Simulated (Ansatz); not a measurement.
Write the native input for Ansatz 0.2.0 that does the following.

```
Task                : single point
Functional          : PBE
Potentials or basis : Ansatz PAW
Cutoff              : 420 eV (not typed: the program's choice for these potentials)
k mesh              : 9 × 9 × 9
Occupations         : fermi-dirac, width 0.05 eV
Spin                : collinear spin, ferromagnetic start
Starting moments    : [0.0, 1.5, 0.0, 0.0] μB
Fixed moment        : 1.5 μB
```

Crystal: CoPdO2.

```
CELL_PARAMETERS angstrom
1.43169 0.82659 5.95777
-1.43169 0.82659 5.95777
0.00000 -1.65317 5.95777
ATOMIC_POSITIONS crystal
Pd 0.00000 0.00000 0.00000
Co 0.50000 0.50000 0.50000
O 0.11248 0.11248 0.11248
O 0.88752 0.88752 0.88752
```

The cell is a database's computed one.

These files were run (other wordings do the same):

input.yaml

```yaml
crystal:
  lattice:
    - [1.4316899074, 0.8265865534, 5.9577715763]
    - [-1.4316899074, 0.8265865534, 5.9577715763]
    - [0.0, -1.6531731068, 5.9577715763]
  atoms:
    - { symbol: Pd, position: [0.0, 0.0, 0.0] }
    - { symbol: Co, position: [0.5, 0.5, 0.5], spin: 1.5 }
    - { symbol: O, position: [0.112476, 0.112476, 0.112476] }
    - { symbol: O, position: [0.887524, 0.887524, 0.887524] }
hamiltonian:
  xc: pbe
  pseudopotentials: { kind: paw }
magnetization:
  spin_polarized: true
  initial_magnetization: 1.5
  spin_locking: { lock_magnetization: hard }
kpoints:
  mp_grid: { grid: [9, 9, 9] }
scf:
  occupations: { method: fermi_dirac, width: 0.05 }
  lower_state_search: "off"
output:
  forces: true
  stress: true
  eigenvalues: true
```

Potentials or basis: Ansatz PAW.

Command:

```bash
$ ansatz run input.yaml --threads 2 --pin off --max-ram 5632MiB --backend cpu --events-out ev --progress --plain --runs-dir out
```

Results of the run:

The pressure is 5.7 GPa. The largest force is 0.064 eV/Å, the net moment is 1.50 μB per cell and the absolute moment is 1.50 μB per cell. The site moments are Pd +0.30; Co +0.95; O +0.05 μB.

Caveat: the pressure holds a Pulay correction of +0.7 GPa for the finite cutoff; the total moment is fixed, so each spin has its own Fermi level; a cell with one magnetic atom can't hold antiferromagnetic order, which such compounds often take; the thresholds are loose for stress.

Run time: 9.1 s on 2 threads of Arm Neoverse V1, on a shared host, peak memory 0.43 GiB.
